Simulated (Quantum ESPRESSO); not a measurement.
**TiC in Quantum ESPRESSO: the effect of target pressure**

TiC:

```
Ti C
1.0
     0.00000    2.16572    2.16572
     2.16572    0.00000    2.16572
     2.16572    2.16572    0.00000
Ti C
1 1
Direct
  0.00000 0.00000 0.00000
  0.50000 0.50000 0.50000
```

The cell is a database's computed one.

Alike in all runs:

```yaml
Program: Quantum ESPRESSO 7.5
Task: relaxation of cell and atoms
Functional: PBEsol
Potentials_or_basis: GBRV 1.5 PBEsol
Cutoff: 707 eV
Density_cutoff: 5633 eV
k_mesh: 11 × 11 × 11
Occupations: fermi-dirac, width 0.05 eV
Spin: no spin polarisation
```

Each run relaxes the cell or the atoms first.

One run gave: relaxed volume 9.56 Å³/atom. Which target pressure did it use?
A. 30 GPa
B. 2 GPa
C. 0 GPa
D. 20 GPa
E. 10 GPa

E.

```tsv
target pressure	relaxed volume (Å³/atom)
0 GPa	9.89
2 GPa	9.82
5 GPa	9.72
10 GPa	9.56
20 GPa	9.27
30 GPa	9.01
```
